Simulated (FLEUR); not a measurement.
# Ti (P6_3/mmc) in FLEUR: further runs

Runs on Ti. Level: SCAN. Tasks: band structure, equation of state.

All numbers are computed with FLEUR MaX-R8.1 (later development tree); they aren't measurements. Logs are shortened: lines on timing, memory, paths and dates and some standing lists are left out, and cuts for length are marked.

### Step 1. Starting point

It takes space group P6_3/mmc (No. 194, hexagonal). The conventional cell has a = 2.950 Å, b = 2.950 Å, c = 4.680 Å, α = 90.00°, β = 90.00°, γ = 120.00°. Ti (site symmetry -6m2) has 12 Ti at 2.89 to 2.95 Å as nearest neighbours.

### Step 2. Band structure, SCAN

inp.xml reads:

```xml
<?xml version="1.0" encoding="UTF-8" standalone="no"?>
<fleurInput fleurInputVersion="0.39">
   <comment>
      Ti                                                                                                  
   </comment>
   <calculationSetup>
      <cutoffs Kmax="4.1" Gmax="12.7" GmaxXC="12.7" numbands="0"/>
      <scfLoop itmax="60" minDistance="0.00001" maxIterBroyd="15" imix="Anderson" alpha="0.05" precondParam="0.0" spinf="2.0" sdNocoIR="T"/>
      <coreElectrons ctail="F" frcor="F" kcrel="0" coretail_lmax="0"/>
      <xcFunctional name="LibXC" relativisticCorrections="F">
         <LibXCName exchange="mgga_x_scan" correlation="mgga_c_scan"/>
         <AuxGGA exchange="117" correlation="130"/>
      </xcFunctional>
      <magnetism jspins="1"/>
      <soc l_soc="F" theta="0.0" phi="0.0" spav="F"/>
      <expertModes spex="0" secvar="F"/>
      <geometryOptimization l_f="F" forcealpha="1.0" forcemix="BFGS" epsdisp="0.00001" epsforce="0.00001"/>
      <ldaU l_linMix="F" mixParam="0.05" spinf="1.0"/>
   </calculationSetup>
   <cell>
      <bzIntegration valenceElectrons="24.0" mode="hist" fermiSmearingEnergy="0.00183747">
         <kPointListSelection listName="default-1"/>
         <!-- k-points included here -->
         <xi:include xmlns:xi="http://www.w3.org/2001/XInclude" href="kpts.xml"> </xi:include>
      </bzIntegration>
      <!-- symmetry operations included here -->
      <xi:include xmlns:xi="http://www.w3.org/2001/XInclude" href="sym.xml"> </xi:include>
      <bulkLattice scale="1.0">
         <bravaisMatrix>
            <row-1>    5.5746920675700000     0.0000000000000000     0.0000000000000000</row-1>
            <row-2>   -2.7873460337850000     4.8278249488590683     0.0000000000000000</row-2>
            <row-3>    0.0000000000000000     0.0000000000000000     8.8439182631279998</row-3>
         </bravaisMatrix>
      </bulkLattice>
   </cell>
   <atomSpecies>
      <species name="Titanium (Ti)" element="Ti" atomicNumber="22">
         <mtSphere radius="2.53" gridPoints="837" logIncrement="0.014"/>
         <atomicCutoffs lmax="10" lnonsphr="8"/>
         <electronConfig flipSpins="F">
            <coreConfig>(1s1/2) (2s1/2) (2p1/2) (2p3/2)</coreConfig>
            <valenceConfig>(3s1/2) (3p1/2) (3p3/2) (4s1/2) (3d3/2) (3d5/2)</valenceConfig>
            <stateOccupation state="(3d3/2)" spinUp="0.400000" spinDown="0.400000"/>
            <stateOccupation state="(3d5/2)" spinUp="0.600000" spinDown="0.600000"/>
         </electronConfig>
         <energyParameters s="4" p="4" d="3" f="4"/>
         <lo type="SCLO" l="0" n="3" eDeriv="0"/>
         <lo type="SCLO" l="1" n="3" eDeriv="0"/>
         <lo type="SCLO" l="1" n="3" eDeriv="1"/>
         <lo type="SCLO" l="2" n="3" eDeriv="2"/>
         <lo type="SCLO" l="3" n="4" eDeriv="2"/>
      </species>
   </atomSpecies>
   <atomGroups>
      <atomGroup species="Titanium (Ti)">
         <relPos label="                   1">-1.000/3.000 1.000/3.000 -1.000/4.000</relPos>
         <relPos label="                   2">1.000/3.000 -1.000/3.000 1.000/4.000</relPos>
         <force calculate="T" relaxXYZ="TTT"/>
      </atomGroup>
   </atomGroups>
   <output dos="F" band="F" slice="F">
      <checks vchk="F" cdinf="F"/>
      <bandDOS minEnergy="-.5*Htr" maxEnergy="0.5*Htr" sigma="0.015" storeEVData="T"/>
      <vacuumDOS vacdos="F" integ="F" star="F" nstars="0" locx1="0.0" locy1="0.0" locx2="0.0" locy2="0.0" nstm="0" tworkf="0.0"/>
      <unfoldingBand unfoldBand="F" supercellX="1" supercellY="1" supercellZ="1"/>
      <plotting iplot="0" polar="F">
         <plot TwoD="T" vec1="  1.0  0.0  0.0" vec2="  0.0  1.0  0.0" vec3="  0.0  0.0  1.0" zero="  0.0  0.0  0.0" file="plot"/>
      </plotting>
      <chargeDensitySlicing numkpt="0" minEigenval="0.0" maxEigenval="0.0" nnne="0" pallst="F"/>
      <specialOutput eonly="F"/>
      <moessbauerParams electricFieldGradient="T" isomerShift="T" coreHyperfine="T" valenceHyperfine="T"/>
      <magneticCircularDichroism mcd="F" energyLo="-10.0" energyUp="0.0"/>
   </output>
  <!-- We include the file relax.xml here to enable relaxations (see documentation) -->
  <xi:include xmlns:xi="http://www.w3.org/2001/XInclude" href="relax.xml"> <xi:fallback/> </xi:include>
</fleurInput>
```

crystal.txt reads:

```
Ti
&input cartesian=F /
2.9500000000  0.0000000000  0.0000000000
-1.4750000000  2.5547749412  0.0000000000
0.0000000000  0.0000000000  4.6800000000
1.8897261246
1.0 1.0 1.0

2
22 0.6666666667  0.3333333333  0.7500000000
22 0.3333333333  0.6666666667  0.2500000000

&kpt div1=10 div2=10 div3=6 gamma=T /
```

inp.xml (bands) reads:

```
<?xml version="1.0" encoding="UTF-8" standalone="no"?>
<fleurInput fleurInputVersion="0.39">
   <comment>
      Ti                                                                                                  
   </comment>
   <calculationSetup>
      <cutoffs Kmax="4.1" Gmax="12.7" GmaxXC="12.7" numbands="0"/>
      <scfLoop itmax="60" minDistance="0.00001" maxIterBroyd="15" imix="Anderson" alpha="0.05" precondParam="0.0" spinf="2.0" sdNocoIR="T"/>
      <coreElectrons ctail="F" frcor="F" kcrel="0" coretail_lmax="0"/>
      <xcFunctional name="LibXC" relativisticCorrections="F">
         <LibXCName exchange="mgga_x_scan" correlation="mgga_c_scan"/>
         <AuxGGA exchange="117" correlation="130"/>
      </xcFunctional>
      <magnetism jspins="1"/>
      <soc l_soc="F" theta="0.0" phi="0.0" spav="F"/>
      <expertModes spex="0" secvar="F"/>
      <geometryOptimization l_f="F" forcealpha="1.0" forcemix="BFGS" epsdisp="0.00001" epsforce="0.00001"/>
      <ldaU l_linMix="F" mixParam="0.05" spinf="1.0"/>
   </calculationSetup>
   <cell>
      <bzIntegration valenceElectrons="24.0" mode="hist" fermiSmearingEnergy="0.00183747">
         <kPointListSelection listName="path-1"/>
         <!-- k-points included here -->
         <xi:include xmlns:xi="http://www.w3.org/2001/XInclude" href="kpts.xml"> </xi:include>
      </bzIntegration>
      <!-- symmetry operations included here -->
      <xi:include xmlns:xi="http://www.w3.org/2001/XInclude" href="sym.xml"> </xi:include>
      <bulkLattice scale="1.0">
         <bravaisMatrix>
            <row-1>    5.5746920675700000     0.0000000000000000     0.0000000000000000</row-1>
            <row-2>   -2.7873460337850000     4.8278249488590683     0.0000000000000000</row-2>
            <row-3>    0.0000000000000000     0.0000000000000000     8.8439182631279998</row-3>
         </bravaisMatrix>
      </bulkLattice>
   </cell>
   <atomSpecies>
      <species name="Titanium (Ti)" element="Ti" atomicNumber="22">
         <mtSphere radius="2.53" gridPoints="837" logIncrement="0.014"/>
         <atomicCutoffs lmax="10" lnonsphr="8"/>
         <electronConfig flipSpins="F">
            <coreConfig>(1s1/2) (2s1/2) (2p1/2) (2p3/2)</coreConfig>
            <valenceConfig>(3s1/2) (3p1/2) (3p3/2) (4s1/2) (3d3/2) (3d5/2)</valenceConfig>
            <stateOccupation state="(3d3/2)" spinUp="0.400000" spinDown="0.400000"/>
            <stateOccupation state="(3d5/2)" spinUp="0.600000" spinDown="0.600000"/>
         </electronConfig>
         <energyParameters s="4" p="4" d="3" f="4"/>
         <lo type="SCLO" l="0" n="3" eDeriv="0"/>
         <lo type="SCLO" l="1" n="3" eDeriv="0"/>
         <lo type="SCLO" l="1" n="3" eDeriv="1"/>
         <lo type="SCLO" l="2" n="3" eDeriv="2"/>
         <lo type="SCLO" l="3" n="4" eDeriv="2"/>
      </species>
   </atomSpecies>
   <atomGroups>
      <atomGroup species="Titanium (Ti)">
         <relPos label="                   1">-1.000/3.000 1.000/3.000 -1.000/4.000</relPos>
         <relPos label="                   2">1.000/3.000 -1.000/3.000 1.000/4.000</relPos>
         <force calculate="T" relaxXYZ="TTT"/>
      </atomGroup>
   </atomGroups>
   <output dos="F" band="T" slice="F">
      <checks vchk="F" cdinf="F"/>
      <bandDOS minEnergy="-.5*Htr" maxEnergy="0.5*Htr" sigma="0.015" storeEVData="T"/>
      <vacuumDOS vacdos="F" integ="F" star="F" nstars="0" locx1="0.0" locy1="0.0" locx2="0.0" locy2="0.0" nstm="0" tworkf="0.0"/>
      <unfoldingBand unfoldBand="F" supercellX="1" supercellY="1" supercellZ="1"/>
      <plotting iplot="0" polar="F">
         <plot TwoD="T" vec1="  1.0  0.0  0.0" vec2="  0.0  1.0  0.0" vec3="  0.0  0.0  1.0" zero="  0.0  0.0  0.0" file="plot"/>
      </plotting>
      <chargeDensitySlicing numkpt="0" minEigenval="0.0" maxEigenval="0.0" nnne="0" pallst="F"/>
      <specialOutput eonly="F"/>
      <moessbauerParams electricFieldGradient="T" isomerShift="T" coreHyperfine="T" valenceHyperfine="T"/>
      <magneticCircularDichroism mcd="F" energyLo="-10.0" energyUp="0.0"/>
   </output>
  <!-- We include the file relax.xml here to enable relaxations (see documentation) -->
  <xi:include xmlns:xi="http://www.w3.org/2001/XInclude" href="relax.xml"> <xi:fallback/> </xi:include>
</fleurInput>
```

Potentials or basis: all-electron, FLAPW.

Started as:

```console
inpgen -f crystal.txt -profile fastHighL
# inp.xml edited to the form shown
fleur_MPI
fleur_MPI   # second run, on inp.xml (bands)
```

The log of the run:

```text
Welcome to FLEUR        (www.flapw.de)
      MaX-Release 8.1          (www.max-centre.eu)
 func_ids         267         263         267         263
 MetaGGA potential functional detected - V_tau will be computed
 Auxiliary Potential for radial basis: exchange=         117  correlation=         130
The functional 'SCAN exchange of Sun, Ruzsinszky, and Perdew' is an exchange functional, it belongs to the 'MGGA' family and is defined in the reference(s):
[1] J. Sun, A. Ruzsinszky, and J. P. Perdew.,  Phys. Rev. Lett. 115, 036402 (2015)
The functional 'SCAN correlation of Sun, Ruzsinszky, and Perdew' is a correlation functional, it belongs to the 'MGGA' family and is defined in the reference(s):
[1] J. Sun, A. Ruzsinszky, and J. P. Perdew.,  Phys. Rev. Lett. 115, 036402 (2015)
 Using same functional for VXC and EXC

 ========== k-point set info ==========
 Selected k-point list: default-1
 k-point list type: mesh
 10 x 10 x 6
 Number of k points: 56

 ------------Calculation Setup---------------------------
 Number of MPI-tasks      :            1
 Number of PE/node        :            1
 Number of OMP-threads    :            1
 Most efficient MPI parallelization for:
           1           2           4           7           8          14          28          56
 Additional eigenvalue parallelization possible
 Number of basis functions:          360
 Approximate size of matrices (H+S) per k-point:         0.002 GB
 --------------------------------------------------------
The functional 'Hammer, Hansen, and Norskov' is an exchange functional, it belongs to the 'GGA' family and is defined in the reference(s):
[1] B. Hammer, L. B. Hansen, and J. K. Nørskov.,  Phys. Rev. B 59, 7413 (1999)
The functional 'Perdew, Burke & Ernzerhof' is a correlation functional, it belongs to the 'GGA' family and is defined in the reference(s):
[1] J. P. Perdew, K. Burke, and M. Ernzerhof.,  Phys. Rev. Lett. 77, 3865 (1996)
[2] J. P. Perdew, K. Burke, and M. Ernzerhof.,  Phys. Rev. Lett. 78, 1396 (1997)
 Using same functional for VXC and EXC
 Using auxiliary GGA potential for the first iteration of MetaGGA calculation.
 Reset of history
 Reset of history
 Iteration:     1   Distance:      17.82619225 me/bohr^3
The functional 'Hammer, Hansen, and Norskov' is an exchange functional, it belongs to the 'GGA' family and is defined in the reference(s):
[1] B. Hammer, L. B. Hansen, and J. K. Nørskov.,  Phys. Rev. B 59, 7413 (1999)
The functional 'Perdew, Burke & Ernzerhof' is a correlation functional, it belongs to the 'GGA' family and is defined in the reference(s):
[1] J. P. Perdew, K. Burke, and M. Ernzerhof.,  Phys. Rev. Lett. 77, 3865 (1996)
[2] J. P. Perdew, K. Burke, and M. Ernzerhof.,  Phys. Rev. Lett. 78, 1396 (1997)
 Using same functional for VXC and EXC
 Iteration:     2   Distance:      17.44757111 me/bohr^3
The functional 'Hammer, Hansen, and Norskov' is an exchange functional, it belongs to the 'GGA' family and is defined in the reference(s):
[1] B. Hammer, L. B. Hansen, and J. K. Nørskov.,  Phys. Rev. B 59, 7413 (1999)
The functional 'Perdew, Burke & Ernzerhof' is a correlation functional, it belongs to the 'GGA' family and is defined in the reference(s):
[1] J. P. Perdew, K. Burke, and M. Ernzerhof.,  Phys. Rev. Lett. 77, 3865 (1996)
[2] J. P. Perdew, K. Burke, and M. Ernzerhof.,  Phys. Rev. Lett. 78, 1396 (1997)
 Using same functional for VXC and EXC
 Iteration:     3   Distance:      16.39463780 me/bohr^3
The functional 'Hammer, Hansen, and Norskov' is an exchange functional, it belongs to the 'GGA' family and is defined in the reference(s):
[1] B. Hammer, L. B. Hansen, and J. K. Nørskov.,  Phys. Rev. B 59, 7413 (1999)
The functional 'Perdew, Burke & Ernzerhof' is a correlation functional, it belongs to the 'GGA' family and is defined in the reference(s):
[1] J. P. Perdew, K. Burke, and M. Ernzerhof.,  Phys. Rev. Lett. 77, 3865 (1996)
[2] J. P. Perdew, K. Burke, and M. Ernzerhof.,  Phys. Rev. Lett. 78, 1396 (1997)
 Using same functional for VXC and EXC
 Iteration:     4   Distance:       6.91831828 me/bohr^3
The functional 'Hammer, Hansen, and Norskov' is an exchange functional, it belongs to the 'GGA' family and is defined in the reference(s):
[1] B. Hammer, L. B. Hansen, and J. K. Nørskov.,  Phys. Rev. B 59, 7413 (1999)
The functional 'Perdew, Burke & Ernzerhof' is a correlation functional, it belongs to the 'GGA' family and is defined in the reference(s):
[1] J. P. Perdew, K. Burke, and M. Ernzerhof.,  Phys. Rev. Lett. 77, 3865 (1996)
[2] J. P. Perdew, K. Burke, and M. Ernzerhof.,  Phys. Rev. Lett. 78, 1396 (1997)
 Using same functional for VXC and EXC
 Iteration:     5   Distance:       3.07779890 me/bohr^3
The functional 'Hammer, Hansen, and Norskov' is an exchange functional, it belongs to the 'GGA' family and is defined in the reference(s):
[... 74 lines left out ...]
 Using same functional for VXC and EXC
 Iteration:    16   Distance:       0.00004050 me/bohr^3
The functional 'Hammer, Hansen, and Norskov' is an exchange functional, it belongs to the 'GGA' family and is defined in the reference(s):
[1] B. Hammer, L. B. Hansen, and J. K. Nørskov.,  Phys. Rev. B 59, 7413 (1999)
The functional 'Perdew, Burke & Ernzerhof' is a correlation functional, it belongs to the 'GGA' family and is defined in the reference(s):
[1] J. P. Perdew, K. Burke, and M. Ernzerhof.,  Phys. Rev. Lett. 77, 3865 (1996)
[2] J. P. Perdew, K. Burke, and M. Ernzerhof.,  Phys. Rev. Lett. 78, 1396 (1997)
 Using same functional for VXC and EXC
 Iteration:    17   Distance:       0.00003624 me/bohr^3
The functional 'Hammer, Hansen, and Norskov' is an exchange functional, it belongs to the 'GGA' family and is defined in the reference(s):
[1] B. Hammer, L. B. Hansen, and J. K. Nørskov.,  Phys. Rev. B 59, 7413 (1999)
The functional 'Perdew, Burke & Ernzerhof' is a correlation functional, it belongs to the 'GGA' family and is defined in the reference(s):
[1] J. P. Perdew, K. Burke, and M. Ernzerhof.,  Phys. Rev. Lett. 77, 3865 (1996)
[2] J. P. Perdew, K. Burke, and M. Ernzerhof.,  Phys. Rev. Lett. 78, 1396 (1997)
 Using same functional for VXC and EXC
 Iteration:    18   Distance:       0.00001425 me/bohr^3
The functional 'Hammer, Hansen, and Norskov' is an exchange functional, it belongs to the 'GGA' family and is defined in the reference(s):
[1] B. Hammer, L. B. Hansen, and J. K. Nørskov.,  Phys. Rev. B 59, 7413 (1999)
The functional 'Perdew, Burke & Ernzerhof' is a correlation functional, it belongs to the 'GGA' family and is defined in the reference(s):
[1] J. P. Perdew, K. Burke, and M. Ernzerhof.,  Phys. Rev. Lett. 77, 3865 (1996)
[2] J. P. Perdew, K. Burke, and M. Ernzerhof.,  Phys. Rev. Lett. 78, 1396 (1997)
 Using same functional for VXC and EXC
 Iteration:    19   Distance:       0.00000310 me/bohr^3

 ********************************************************************
 Run finished successfully
 Stop message:
   all done
 ********************************************************************
```

Wall time 33 s (1 thread of Intel Xeon 6975P-C (Granite Rapids), shared host); peak memory 0.09 GiB.

What came out:

```yaml
Free_energy: -46481.2036 eV
Band_gap_along_the_path: none (metal or under the smearing width)
Valence_electrons_inside_the_program's_atomic_spheres: Ti 10.59 (radii Ti 2.53 bohr)
```

Levels at the corners of the path, in eV from the Fermi level:
```csv
point,band 8,band 9,band 10,band 11,band 12,band 13,band 14,band 15,band 16,band 17
Γ,-34.12,-6.56,-2.83,0.56,0.87,0.87,0.91,1.37,1.37,1.80
M,-34.19,-2.49,-2.22,-1.85,-0.82,0.62,0.70,1.21,3.50,3.73
K,-34.37,-1.65,-1.52,-1.52,-1.39,0.31,0.31,1.59,3.16,3.16
Γ,-34.12,-6.56,-2.83,0.56,0.87,0.87,0.91,1.37,1.37,1.80
A,-34.17,-4.65,-4.65,0.05,0.05,0.78,0.78,0.78,0.78,2.99
L,-34.28,-2.61,-2.61,-0.85,-0.85,1.21,1.21,1.90,1.90,3.64
H,-34.24,-1.28,-1.28,-1.06,-1.06,-0.33,-0.33,1.81,1.81,3.29
A,-34.17,-4.65,-4.65,0.05,0.05,0.78,0.78,0.78,0.78,2.99
L,-34.28,-2.61,-2.61,-0.85,-0.85,1.21,1.21,1.90,1.90,3.64
M,-34.19,-2.49,-2.22,-1.85,-0.82,0.62,0.70,1.21,3.50,3.73
K,-34.37,-1.65,-1.52,-1.52,-1.39,0.31,0.31,1.59,3.16,3.16
H,-34.24,-1.28,-1.28,-1.06,-1.06,-0.33,-0.33,1.81,1.81,3.29
```

Core levels (eV from the Fermi level):
```tsv
atom	levels
1 Ti	1s1/2 -4863.4, 2s1/2 -531.7, 2p1/2 -442.6, 2p3/2 -436.9
2 Ti	1s1/2 -4863.4, 2s1/2 -531.7, 2p1/2 -442.6, 2p3/2 -436.9
```

Caveat: the meta-GGA is that of a development version, with a GGA for the radial functions and cores and without core tails.

(Part 1 of 2 ends here.)
